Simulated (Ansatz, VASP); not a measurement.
Two plane-wave programs on AlAu

File INCAR:

```
SYSTEM = AlAu
  PREC = Accurate
  ENCUT = 520
  EDIFF = 1E-7
  ISMEAR = -1
  SIGMA = 0.05
  LREAL = .FALSE.
  LASPH = .TRUE.
  NELM = 60
  ALGO = Normal
  ISIF = 2
  LWAVE = .FALSE.
  LCHARG = .FALSE.
  GGA = PS
  NBANDS = 14
```

Contents of KPOINTS:

```
regular mesh
0
G
  8 8 8
  0 0 0
```

POSCAR

```
AlAu
1.0
    3.2239420000      0.0000000000      0.0000000000
    0.0000000000      3.2239420000      0.0000000000
    0.0000000000      0.0000000000      3.2239420000
Au Al
1 1
Direct
    0.5000000000      0.5000000000      0.5000000000
    0.0000000000      0.0000000000      0.0000000000
```

The input input.yaml:

```yaml
crystal:
  lattice:
    - [3.223942, 0.0, 0.0]
    - [0.0, 3.223942, 0.0]
    - [0.0, 0.0, 3.223942]
  atoms:
    - { symbol: Au, position: [0.5, 0.5, 0.5] }
    - { symbol: Al, position: [0.0, 0.0, 0.0] }
hamiltonian:
  xc: pbesol
  pseudopotentials: { kind: paw }
kpoints:
  mp_grid: { grid: [8, 8, 8] }
scf:
  occupations: { method: fermi_dirac, width: 0.05 }
output:
  forces: true
  stress: true
  eigenvalues: true
```

The cell comes from a database or a generator and needn't be the stable form of this composition.

Alike in both runs: task single point; functional PBEsol; k mesh 8 × 8 × 8; occupations fermi-dirac, width 0.05 eV; no spin polarisation.

|  | VASP | Ansatz |
| --- | --- | --- |
| version | VASP 6.6.1 | Ansatz 0.2.0 |
| potentials or method | VASP PAW PBE potentials, release 64 (Au, Al) | Ansatz PAW |
| plane-wave cutoff (eV) | 520 | 420 |
| valence electrons in the cell | 14 | 22 |

Ansatz gave:

```
gap on the k mesh at the Fermi level (eV) : none
pressure (GPa)                            : -5.2
```

Q: Estimate VASP's values.

A: gap on the k mesh at the Fermi level (eV): none; pressure (GPa): -5.3.

A gap of «none» marks a metal or a gap that the smearing closes. The two sets of potentials don't hold the same shells in valence.

Caveats: the PAW data sets were made with another functional, which shifts forces and pressure a little (VASP); the PAW data sets come from PBE, with cores solved anew for the run's functional, which leaves a small shift of forces and pressure (Ansatz). The runs have no spin-orbit coupling, so splittings on Au are missing.
